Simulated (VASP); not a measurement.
Write the native input for VASP 6.6.1 that does the following.

```
Task                   : relaxation of cell and atoms
Functional             : optB86b-vdW
Potentials or basis    : VASP PAW PBE potentials, release 64 (Zr_sv, Se)
Cutoff                 : 600 eV
k mesh                 : 9 × 9 × 5
Occupations            : gaussian, width 0.03 eV
Spin                   : no spin polarisation
Further INCAR settings : ALGO = Normal; EDIFF = 1e-07; IBRION = 2; EDIFFG = -0.005; NSW = 90; ISIF = 3
```

The structure of ZrSe2 lies in POSCAR:

```
ZrSe2                                   
1.0
    3.7642036273     -0.0000000000     -0.0000000000
   -1.8821018137      3.2598959663     -0.0000000000
   -0.0000000000     -0.0000000000      6.1555300263
  Zr              Se            
     1     2
Direct
     0.0000000000000000    0.0000000000000000    0.0000000000000000
     0.3333333332999970    0.6666666667000030    0.2591812706062617
     0.6666666667000030    0.3333333332999970    0.7408187293937383
```

The input as run:

INCAR

```
AGGAC    = 0.0          
ALGO     = Normal         # electronic algorithm
EDIFF    = 1E-7           # SCF threshold, eV
EDIFFG   = -0.005         # ionic threshold
ENCUT    = 600            # plane-wave cutoff, eV
GGA      = MK             # functional
IBRION   = 2              # ionic algorithm
ISIF     = 3              # what is computed and relaxed
ISMEAR   = 0              # smearing method
LASPH    = True           # aspherical terms in the spheres
LCHARG   = False          # write CHGCAR
LREAL    = False          # projectors in reciprocal space
LUSE_VDW = True         
LWAVE    = False          # write WAVECAR
NELM     = 80             # most SCF steps
NSW      = 90             # ionic steps
PARAM1   = 0.1234       
PARAM2   = 1.0          
PREC     = Accurate       # precision mode
SIGMA    = 0.03           # smearing width, eV
```

KPOINTS

```
k-points
0
Gamma
  9 9 5
```

Potentials or basis: VASP PAW PBE potentials, release 64 (Zr_sv, Se).

The run is started by

```sh
$ cat potpaw_PBE.64/Zr_sv/POTCAR potpaw_PBE.64/Se/POTCAR > POTCAR
$ mpirun -np 1 vasp_std > vasp.out
```

Results of the run:

The relaxed volume is 25.17 Å³/atom and the relaxed cell is a = 3.764 Å, b = 3.764 Å, c = 6.155 Å, α = 90.00°, β = 90.00°, γ = 120.00°. The space group after relaxing (to 0.05 Å) is P-3m1 (No. 164) and the energy gained by relaxing is 0.0 meV/atom. The ionic steps are 3 and the pressure after relaxing is 0.0 GPa. The band gap on the k mesh is 0.22 eV, indirect (least direct gap 1.03 eV).

Caveat: the PAW data sets were made with another functional, which shifts forces and pressure a little; an odd mesh through Γ misses points on the zone boundary, where band edges often lie.

Run time: 3.1 min on 1 thread of Intel(R) Xeon(R) Platinum 8488C (Sapphire Rapids), with other jobs on the host, peak memory 0.5 GiB.
